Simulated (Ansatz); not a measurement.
Energy ranking of MnSb structures

Theory: DFT PBE, scalar-relativistic, plane waves, PAW in Ansatz. Settings: cutoff 420 eV, Γ-centred meshes no coarser than 0.19 Å⁻¹ for metals and 0.3 Å⁻¹ for insulators (2π included), Gaussian smearing.

These are static lattice energies at zero pressure. The comparison covers the computed candidates alone. For metals, differences of a few meV/atom aren't resolved. Spin–orbit coupling is left out. Magnetic atoms first started from parallel or listed moments, and other orders weren't tried. The functional can misorder magnetic and non-magnetic phases.

| # | started from | space group | atoms | V (Å³/atom) | ΔE (meV/atom) | gap on mesh (eV) | net m per atom / largest site m (μB) |
| --- | --- | --- | --- | --- | --- | --- | --- |
| 1 | database cell | P6_3/mmc (No. 194) | 4 | 20.3 | 0 | 0.00 | 1.60 / 3.25 |
| 2 | database cell | Fm-3m (No. 225) | 2 | 21.7 | 165 | 0.00 | 1.91 / 3.78 |
| 3 | litharge type, changed | P4/mmm (No. 123) | 2 | 19.3 | 324 | 0.00 | 1.67 / 3.43 |
| 4 | caesium chloride type | Pm-3m (No. 221) | 2 | 19.2 | 332 | 0.00 | 1.59 / 3.34 |
| 5 | zinc blende type | F-43m (No. 216) | 2 | 29.5 | 448 | 0.00 | 2.00 / 3.88 |

The lowest structure: Space group P6_3/mmc (No. 194), hexagonal, a = 4.097 Å, c = 5.597 Å. Mn has 6 Sb at 2.75 Å and 2 Mn at 2.80 Å; Sb has 6 Mn at 2.75 Å. Its energy against the elements is 0.00 eV/atom. The zero of energy is the lowest elemental structures computed at the same level; no fitted shifts are applied.

```cif
data_structure
_symmetry_space_group_name_H-M 'P6_3/mmc'
_symmetry_Int_Tables_number 194
_cell_length_a 4.0966
_cell_length_b 4.0966
_cell_length_c 5.5970
_cell_angle_alpha 90.000
_cell_angle_beta 90.000
_cell_angle_gamma 120.000
_cell_volume 81.35
loop_
_atom_site_label
_atom_site_type_symbol
_atom_site_symmetry_multiplicity
_atom_site_Wyckoff_symbol
_atom_site_fract_x
_atom_site_fract_y
_atom_site_fract_z
_atom_site_occupancy
Mn1 Mn 2 a 0.00000 0.00000 0.00000 1
Sb1 Sb 2 c 0.33333 0.66667 0.25000 1
```

The second: Space group Fm-3m (No. 225), cubic, a = 5.577 Å. Mn is coordinated by 6 Sb at 2.79 Å; around Sb lie 6 Mn at 2.79 Å.

(1) Which structure would take over first under pressure, if all were incompressible?

Answers

(1) Number 4, Pm-3m (No. 221), has the least ΔE/ΔV: 332 meV/atom over 20.34 − 19.17 Å³/atom, about 45 GPa. This crude estimate ignores compression.